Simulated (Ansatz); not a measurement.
Wanted: the native input for an Ansatz 0.2.0 run.

```yaml
Task: relaxation of cell and atoms
Functional: RPBE
Dispersion: D3(BJ)
Potentials_or_basis: all-electron LAPW, relativistic spinors
Basis_error_allowed: 0.001 eV/atom
k_mesh: 5 × 5 × 5
Occupations: fermi-dirac, width 0.1 eV
Spin: non-collinear spin, random start, spin-orbit coupling
Starting_moments: "[[0.064, 0.274, -0.311], [0.0, -0.0, 0.0]] μB"
```

KBr:

```
CELL_PARAMETERS angstrom
3.87482 0.00000 0.00000
0.00000 3.87482 0.00000
0.00000 0.00000 3.87482
ATOMIC_POSITIONS crystal
Br 0.50000 0.50000 0.50000
K 0.00000 0.00000 0.00000
```

Measurements of this composition are mostly on another form, of space group No. 225.

The cell isn't the ideal one: volume scaled by 0.88.

These files were run (other wordings do the same):

input.yaml

```yaml
crystal:
  lattice:
    - [3.8748202801, 0.0, 0.0]
    - [0.0, 3.8748202801, 0.0]
    - [0.0, 0.0, 3.8748202801]
  atoms:
    - { symbol: Br, position_ang: [1.93741014, 1.93741014, 1.93741014], spin: 0.419, spin_axis: [0.1526, 0.65332, -0.741543] }
    - { symbol: K, position_ang: [0.0, 0.0, 0.0] }
kpoints:
  mp_grid: { grid: [5, 5, 5] }
scf:
  occupations: { method: fermi_dirac, width: 0.1 }
hamiltonian:
  xc: rpbe
  dispersion: d3bj
  pseudopotentials: { kind: all_electron, lapw: { basis_error: 0.001 } }
magnetization:
  noncollinear: true
  spin_orbit: true
output:
  forces: true
  stress: true
relax:
  f_tol: 0.01
  max_steps: 60
  cell: {}
```

Potentials or basis: all-electron LAPW, relativistic spinors.

Launch:

```bash
$ ansatz run input.yaml --threads 1 --pin off --max-ram 2560MiB --backend cpu --events-out ev --progress --plain --runs-dir out
```

It gave:

```yaml
Relaxed_volume: 22.07 Å³/atom
Relaxed_cell: a = 3.534 Å, b = 3.534 Å, c = 3.534 Å, α = 90.00°, β = 90.00°, γ = 90.00°
Space_group_after_relaxing_to_0.05_Å: Pm-3m (No. 221)
Energy_gained_by_relaxing: 207.6 meV/atom
Ionic_steps: 6
Pressure_after_relaxing: 0.0 GPa
Band_gap_on_the_k_mesh: 5.20 eV
Net_moment: 0.00 μB per cell
Absolute_moment: 0.00 μB per cell
```

Caveat: an odd mesh through Γ misses points on the zone boundary, where band edges often lie; the starting moments weren't kept.

Wall time 3.3 min on 1 thread of Intel(R) Xeon(R) 6975P-C (Granite Rapids), on a shared host, peak memory 0.61 GiB.
